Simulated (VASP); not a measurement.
# Si (P6/mmm) in VASP: notebook, part 2 of 2

VASP 6.6.1. The steps go on from the part before.

## Step 3: Equation of state, r2SCAN, 18.35 Å³/atom (volume scaled by 0.94)

File INCAR:

```
SYSTEM = Si
PREC = Accurate ; ENCUT = 520
EDIFF = 1E-6 ; ISMEAR = -1
SIGMA = 0.05 ; LREAL = .FALSE.
LASPH = .TRUE. ; NELM = 80
ALGO = Normal ; ISIF = 2
LWAVE = .FALSE. ; LCHARG = .FALSE.
METAGGA = R2SCAN ; LMIXTAU = .TRUE.
```

File KPOINTS:

```
Automatic mesh
0
G
  8 8 10
  0 0 0
```

File POSCAR:

```
Si
1.0
    4.0368253747      0.0000000000      0.0000000000
   -2.0184077894      3.4959958841      0.0000000000
    0.0000000000      0.0000000000      2.6005954056
Si
2
Direct
    0.3333300000      0.6666700000      0.5000000000
    0.6666700000      0.3333300000      0.5000000000
```

Potentials or basis: VASP PAW PBE potentials, release 64 (Si).

Command:

```bash
> cat potpaw_PBE.64/Si/POTCAR > POTCAR
> mpirun -np 1 vasp_std > vasp.out
```

Wall time 84 s (1 thread of AMD EPYC 9R45 (Zen 5), shared host); peak memory 0.13 GiB.

Results (log left out):

| Property | Result |
| --- | --- |
| Free energy | -16.5752 eV |
| Pressure | 4.7 GPa |
| Band gap on the k mesh | none (metal or under the smearing width) |

Caveat: the PAW data sets were made with another functional, which shifts forces and pressure a little.

## Step 4: Equation of state, r2SCAN, 18.74 Å³/atom (volume scaled by 0.96)

File INCAR:

```
  PREC = Accurate
  ENCUT = 520
  EDIFF = 1E-7
  ISMEAR = -1
  SIGMA = 0.05
  LREAL = False
  LASPH = True
  NELM = 80
  ALGO = Normal
  ISIF = 2
  LWAVE = False
  LCHARG = False
  METAGGA = R2SCAN
  LMIXTAU = True
```

File KPOINTS:

```
regular mesh
0
Gamma
  8 8 10
```

File POSCAR:

```
Si
1.0
    4.0652546591      0.0000000000      0.0000000000
   -2.0326223971      3.5206163846      0.0000000000
    0.0000000000      0.0000000000      2.6189100611
Si
2
Direct
    0.3333300000      0.6666700000      0.5000000000
    0.6666700000      0.3333300000      0.5000000000
```

Command:

```bash
> cat potpaw_PBE.64/Si/POTCAR > POTCAR
> mpirun -np 1 vasp_std > vasp.out
```

Wall time 88 s (1 thread of AMD EPYC 9R45 (Zen 5), shared host); peak memory 0.14 GiB.

It converged, with:

```
Free energy            : -16.5926 eV
Pressure               : 2.5 GPa
Band gap on the k mesh : none (metal or under the smearing width)
```

Caveat: the PAW data sets were made with another functional, which shifts forces and pressure a little.

## Step 5: Equation of state, r2SCAN, 19.13 Å³/atom (volume scaled by 0.98)

File INCAR:

```
ALGO     = Normal         # electronic algorithm
EDIFF    = 1E-7           # SCF threshold, eV
ENCUT    = 520            # plane-wave cutoff, eV
ISIF     = 2              # what is computed and relaxed
ISMEAR   = -1             # smearing method
LASPH    = True           # aspherical terms in the spheres
LCHARG   = False          # write CHGCAR
LMIXTAU  = True         
LREAL    = False          # projectors in reciprocal space
LWAVE    = False          # write WAVECAR
METAGGA  = R2SCAN         # meta-GGA
NELM     = 80             # most SCF steps
PREC     = Accurate       # precision mode
SIGMA    = 0.05           # smearing width, eV
```

File KPOINTS:

```
k-points
0
Gamma
  8 8 10
```

File POSCAR:

```
Si
1.0
    4.0932917841      0.0000000000      0.0000000000
   -2.0466409256      3.5448972649      0.0000000000
    0.0000000000      0.0000000000      2.6369720806
Si
2
Direct
    0.3333300000      0.6666700000      0.5000000000
    0.6666700000      0.3333300000      0.5000000000
```

Command:

```bash
> cat potpaw_PBE.64/Si/POTCAR > POTCAR
> mpirun -np 1 vasp_std > vasp.out
```

Wall time 88 s (1 thread of AMD EPYC 9R45 (Zen 5), shared host); peak memory 0.14 GiB.

Results (log left out):

```
Free energy            : -16.6001 eV
Pressure               : 0.6 GPa
Band gap on the k mesh : none (metal or under the smearing width)
```

Caveat: the PAW data sets were made with another functional, which shifts forces and pressure a little.

## Step 6: Equation of state, r2SCAN, 19.91 Å³/atom (volume scaled by 1.02)

File INCAR:

```
SYSTEM = Si
ALGO = Normal ; EDIFF = 1E-7
ENCUT = 520 ; ISIF = 2
ISMEAR = -1 ; LASPH = .TRUE.
LCHARG = .FALSE. ; LMIXTAU = .TRUE.
LREAL = .FALSE. ; LWAVE = .FALSE.
METAGGA = R2SCAN ; NELM = 100
PREC = Accurate ; SIGMA = 0.05
```

File KPOINTS:

```
k-points
0
G
  8 8 10
  0 0 0
```

File POSCAR:

```
Si
1.0
    4.1482418550      0.0000000000      0.0000000000
   -2.0741158944      3.5924854570      0.0000000000
    0.0000000000      0.0000000000      2.6723719031
Si
2
Direct
    0.3333300000      0.6666700000      0.5000000000
    0.6666700000      0.3333300000      0.5000000000
```

Potentials or basis: VASP PAW PBE potentials, release 64 (Si).

Command:

```bash
> cat potpaw_PBE.64/Si/POTCAR > POTCAR
> mpirun -np 1 vasp_std > vasp.out
```

Run time: 90 s. Hardware: 1 thread of AMD EPYC 9R45 (Zen 5), shared host; peak memory 0.14 GiB.

It converged, with:

```
Free energy            : -16.5887 eV
Pressure               : -2.8 GPa
Band gap on the k mesh : none (metal or under the smearing width)
```

Caveat: the PAW data sets were made with another functional, which shifts forces and pressure a little.

## Step 7: Equation of state, r2SCAN, 20.30 Å³/atom (volume scaled by 1.04)

File INCAR:

```
  ALGO = Normal
  EDIFF = 1E-7
  ENCUT = 520
  ISIF = 2
  ISMEAR = -1
  LASPH = T
  LCHARG = F
  LMIXTAU = T
  LREAL = F
  LWAVE = F
  METAGGA = R2SCAN
  NELM = 80
  PREC = Accurate
  SIGMA = 0.05
```

File KPOINTS:

```
k-points
0
Gamma
  8 8 10
```

File POSCAR:

```
Si
1.0
    4.1751792452      0.0000000000      0.0000000000
   -2.0875845568      3.6158139383      0.0000000000
    0.0000000000      0.0000000000      2.6897254537
Si
2
Direct
    0.3333300000      0.6666700000      0.5000000000
    0.6666700000      0.3333300000      0.5000000000
```

Command:

```bash
> cat potpaw_PBE.64/Si/POTCAR > POTCAR
> mpirun -np 1 vasp_std > vasp.out
```

It took 91 s on 1 thread of AMD EPYC 9R45 (Zen 5), shared host; peak memory 0.14 GiB.

It converged, with:

- Free energy: -16.5716 eV
- Pressure: -4.2 GPa
- Band gap on the k mesh: none (metal or under the smearing width)

Caveat: the PAW data sets were made with another functional, which shifts forces and pressure a little.

## Step 8: Equation of state, r2SCAN, 20.69 Å³/atom (volume scaled by 1.06)

File INCAR:

```
ALGO = Normal
EDIFF = 1E-6
ENCUT = 520
ISIF = 2
ISMEAR = -1
LASPH = T
LCHARG = F
LMIXTAU = T
LREAL = F
LWAVE = F
METAGGA = R2SCAN
NELM = 60
PREC = Accurate
SIGMA = 0.05
```

KPOINTS is that of step 7.

File POSCAR:

```
Si
1.0
    4.2017734606      0.0000000000      0.0000000000
   -2.1008816322      3.6388452213      0.0000000000
    0.0000000000      0.0000000000      2.7068579248
Si
2
Direct
    0.3333300000      0.6666700000      0.5000000000
    0.6666700000      0.3333300000      0.5000000000
```

Command:

```bash
> cat potpaw_PBE.64/Si/POTCAR > POTCAR
> mpirun -np 1 vasp_std > vasp.out
```

Wall time 86 s (1 thread of AMD EPYC 9R45 (Zen 5), shared host); peak memory 0.15 GiB.

It converged, with:

```yaml
Free_energy: -16.5480 eV
Pressure: -5.5 GPa
Band_gap_on_the_k_mesh: none (metal or under the smearing width)
```

Caveat: the PAW data sets were made with another functional, which shifts forces and pressure a little.

## Step 9: Equation of state, r2SCAN

Potentials or basis: VASP PAW PBE potentials, release 64 (Si).

No new run: the results of the series are fitted here.

Results:

```yaml
Equilibrium_volume: 19.25 Å³/atom
Bulk_modulus_at_fixed_shape_and_positions: 88 GPa
Pressure_derivative_of_the_bulk_modulus: 4.2
```

Energy against volume, from the lowest point:
| volume (Å³/atom) | energy (meV/atom) |
| --- | --- |
| 18.351 | 12.45 |
| 18.741 | 3.72 |
| 19.132 | 0.00 |
| 19.522 | 0.80 |
| 19.913 | 5.67 |
| 20.303 | 14.21 |
| 20.693 | 26.03 |

Caveat: the cell was scaled at fixed shape and fractional positions, which overstates the stiffness of a crystal with free parameters, most of all of layers and chains; the PAW data sets were made with another functional, which shifts forces and pressure a little.
